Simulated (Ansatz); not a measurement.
# Ga8N7: the cost of one run

Computed with Ansatz 0.2.0 (DFT PBE, scalar-relativistic, plane waves, PAW, unless a step's input says otherwise).

3 further runs of the same task are left out: 3 set aside as unsound or not needed.

### 1 Starting point

Symmetry: P6_3mc, No. 186, hexagonal system. Conventional cell: a = 3.218 Å, b = 3.218 Å, c = 5.243 Å, α = 90.00°, β = 90.00°, γ = 120.00°. Around Ga (site symmetry 3m) lie 4 N at 1.97 to 1.98 Å. N (site symmetry 3m) is surrounded by 4 Ga at 1.97 to 1.98 Å.

Coordinates:

```cif
data_structure
_symmetry_space_group_name_H-M 'P6_3mc'
_symmetry_Int_Tables_number 186
_cell_length_a 3.2184
_cell_length_b 3.2184
_cell_length_c 5.2432
_cell_angle_alpha 90.000
_cell_angle_beta 90.000
_cell_angle_gamma 120.000
_cell_volume 47.03
loop_
_atom_site_label
_atom_site_type_symbol
_atom_site_symmetry_multiplicity
_atom_site_Wyckoff_symbol
_atom_site_fract_x
_atom_site_fract_y
_atom_site_fract_z
_atom_site_occupancy
Ga1 Ga 2 b 0.66667 0.33333 0.49913 1
N1 N 2 b 0.66667 0.33333 0.87587 1
```

It goes back to an entry of the Materials Project.

It is the result of an earlier relaxation at this level (volume 11.76 Å³/atom; gap on the mesh: 1.71 eV).

The host's static dielectric tensor, from an earlier linear-response run, has a mean of 10.89.

The perfect supercell (rows 0 0 1; 2 2 0; -2 0 0 in vectors of this cell) was computed beforehand with the same settings: E(σ→0) = -33343.3189 eV for 16 atoms, gap 1.71 eV on its own mesh.

### 2 The defect cell

The atom at (0.876, 0.167, 0.333) of the supercell is taken out. The other atoms start on their ideal sites. Its neighbours are 3 Ga at 1.97 Å, 1 Ga at 1.98 Å.

### 3 Charge state 0

input.yaml reads:

```yaml
crystal:
  lattice:
    - [0.0, 0.0, 5.2431684095]
    - [3.2183708159, 5.5743817708, 0.0]
    - [-6.4367416318, -1.0e-10, 0.0]
  atoms:
    - { symbol: Ga, position: [0.4991348631, 0.1666666667, 0.3333333333], spin: 0.25 }
    - { symbol: Ga, position: [0.4991348631, 0.1666666667, 0.8333333333] }
    - { symbol: Ga, position: [0.4991348631, 0.6666666667, 0.3333333333] }
    - { symbol: Ga, position: [0.4991348631, 0.6666666667, 0.8333333333] }
    - { symbol: Ga, position: [0.9991348631, 0.3333333333, 0.6666666667], spin: 0.25 }
    - { symbol: Ga, position: [0.9991348631, 0.3333333333, 0.1666666667], spin: 0.25 }
    - { symbol: Ga, position: [0.9991348631, 0.8333333333, 0.6666666667] }
    - { symbol: Ga, position: [0.9991348631, 0.8333333333, 0.1666666667], spin: 0.25 }
    - { symbol: "N", position: [0.8758651369, 0.1666666667, 0.8333333333] }
    - { symbol: "N", position: [0.8758651369, 0.6666666667, 0.3333333333] }
    - { symbol: "N", position: [0.8758651369, 0.6666666667, 0.8333333333] }
    - { symbol: "N", position: [0.3758651369, 0.3333333333, 0.6666666667] }
    - { symbol: "N", position: [0.3758651369, 0.3333333333, 0.1666666667] }
    - { symbol: "N", position: [0.3758651369, 0.8333333333, 0.6666666667] }
    - { symbol: "N", position: [0.3758651369, 0.8333333333, 0.1666666667] }
  host:
    lattice:
      - [3.2183708159, 0.0, 0.0]
      - [-1.609185408, 2.7871908854, 0.0]
      - [0.0, 0.0, 5.2431684095]
    atoms:
      - { symbol: Ga, position: [0.6666666667, 0.3333333333, 0.4991348631] }
      - { symbol: Ga, position: [0.3333333333, 0.6666666667, 0.9991348631] }
      - { symbol: "N", position: [0.6666666667, 0.3333333333, 0.8758651369] }
      - { symbol: "N", position: [0.3333333333, 0.6666666667, 0.3758651369] }
basis:
  ecutwfc: 420
  xc_grid: 2
kpoints:
  mp_grid: { grid: [3, 3, 3], shift: [0.0, 0.0, 0.0] }
hamiltonian:
  xc: pbe
scf:
  occupations: { method: gaussian, width: 0.01 }
output:
  forces: true
  stress: false
  eigenvalues: true
  populations: true
  charged_corrections:
    defect_position: [0.87586514, 0.16666667, 0.33333333]
    epsilon: [[10.4928, 0.0, 0.0], [0.0, 10.4928, 0.0], [0.0, 0.0, 11.6882]]
  write_density: true
  write_potential: true
  elf: true
  volumetric_format: npy
magnetization:
  spin_polarized: true
relax:
  adjacent_minimum: "off"
  f_tol: 0.025
  max_steps: 45
```

On the command line:

```
> ansatz run input.yaml --threads 4 --pin off --max-ram 10240MiB --backend cpu --events-out ev --progress --plain --runs-dir out
```

What time and memory should one allow on 4 threads of AMD EPYC 9R45 (Zen 5), shared host?

About 12 s, with a peak of 0.76 GiB.
